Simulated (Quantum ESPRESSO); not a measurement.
Crystal: KI.

```
I K
1.0
     0.00000    3.53277    3.53277
     3.53277    0.00000    3.53277
     3.53277    3.53277    0.00000
I K
1 1
Direct
  0.50000 0.50000 0.50000
  0.00000 0.00000 0.00000
```

```yaml
Program: Quantum ESPRESSO 7.5
Task: phonons and Raman activities
Functional: PBE
Potentials_or_basis: SPMS 1.0 PBE
Cutoff: 912 eV
Density_cutoff: 3646 eV
k_mesh: 2 × 2 × 2, shifted
Occupations: fermi-dirac, width 0.05 eV
Spin: no spin polarisation
Mixing_beta: 0.5
Most_SCF_iterations: 120
SCF_threshold: 4e-10 Ry
```

The cell and the atoms were relaxed first, to 46.14 Å³/atom (a = 5.072 Å, b = 5.072 Å, c = 5.072 Å, α = 60.00°, β = 60.00°, γ = 60.00°), and the response was taken there.

The first run showed a gap, so the response started from a second, tighter run with fixed occupations.

The run gives a transverse optical frequency of 90 cm⁻¹, an electronic dielectric constant of 2.78 and Born charges of ±1.15 e.

What are the longitudinal frequency and the static dielectric constant?

The longitudinal mode lies at 128 cm⁻¹, 38 cm⁻¹ over the transverse one, and the static constant is 5.73. The two agree with the Lyddane-Sachs-Teller relation: (128/90)² = 2.02 and 5.73/2.78 = 2.06.

Caveat: the k mesh is coarse (spacing up to 0.77 Å⁻¹), so the values aren't converged.
